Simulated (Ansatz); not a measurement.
## CoO: frozen-core PAW against all-electron methods

```
CELL_PARAMETERS angstrom
-1.47185 1.51399 2.10725
1.51399 -1.47185 2.10725
1.50201 1.50201 -2.07709
ATOMIC_POSITIONS crystal
Co 0.00000 0.00000 0.00000
O 0.50000 0.50000 0.00000
```

Atom numbers follow the list: Co1, O2.

The cell is COD entry 1528838, as deposited and not checked against the literature; nothing was relaxed. The listed cell was then made from it by scaling, straining or moving an atom.

Semilocal functionals without U often leave such compounds metallic or with too small a gap, and the real magnetic order may differ.

The magnetic state is the one reached from the start moments; no search over orders was made, so it needn't be the ground state.

Levels of theory: DFT, PBE, PAW with Ansatz's default frozen-core files, scalar-relativistic (Ansatz 0.2.0); DFT, PBE, all-electron LAPW, scalar-relativistic (Ansatz 0.2.0).

For PAW: a Γ-centred 13×13×15 k mesh, Fermi–Dirac smearing of 0.03 eV, cutoff 420 eV, spin-polarised from start moments Co1 2 μB. LAPW targets a basis error of 1 meV/atom. The Ansatz runs share mesh, smearing and spin set-up. Plane-wave (PAW) pressures include the program's estimate of the Pulay term.

Stress and pressure are positive in compression.

The change that made this cell: equal xy, yz and zx engineering shear strains of +2 %.

PAW results:

```json
{"quantity": "pressure (GPa)", "PAW": "0.07"}
{"quantity": "stress xx (GPa)", "PAW": "0.05"}
{"quantity": "stress zz (GPa)", "PAW": "0.10"}
{"quantity": "stress yz (GPa)", "PAW": "0.50"}
{"quantity": "stress xz (GPa)", "PAW": "0.50"}
{"quantity": "stress xy (GPa)", "PAW": "-0.37"}
{"quantity": "moment of the cell (μB)", "PAW": "2.931"}
```

Q: What does all-electron LAPW give for the same quantities?

A: 
| quantity | LAPW |
| --- | --- |
| pressure (GPa) | 0.04 |
| stress xx (GPa) | 0.14 |
| stress zz (GPa) | -0.15 |
| stress yz (GPa) | 0.53 |
| stress xz (GPa) | 0.53 |
| stress xy (GPa) | -0.26 |
| moment of the cell (μB) | 2.929 |
